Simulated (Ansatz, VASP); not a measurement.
# Ti in VASP and in Ansatz

```xyz
1
Lattice="2.6685 0.0000 0.0000 0.0000 2.6685 0.0000 0.0000 0.0000 2.6685" Properties=species:S:1:pos:R:3 pbc="T T T"
Ti    0.0000    0.0000    0.0000
```

The cell was built by a generator and needn't be a form met in nature.

Alike in both runs: functional revPBE; k mesh 12 × 12 × 12; occupations fermi-dirac, width 0.1 eV; no spin polarisation.

Ansatz relaxed the structure, and its values are those at the end. VASP's run is a single point on that final structure, the one shown.

|  | VASP | Ansatz |
| --- | --- | --- |
| version | VASP 6.6.1 | Ansatz 0.2.0 |
| potentials or method | VASP PAW PBE potentials, release 64 (Ti_sv) | plane waves (420 eV) with PAW, scalar-relativistic |
| plane-wave cutoff (eV) | 520 | 420 |
| valence electrons in the cell | 12 | 12 |

VASP gave:

| Quantity | Value |
| --- | --- |
| pressure (GPa) | -0.1 |

Problem. Which values does Ansatz return?

Solution. Pressure (GPa): 0.0.

Caveats: the PAW data sets were made with another functional, which shifts forces and pressure a little (VASP).
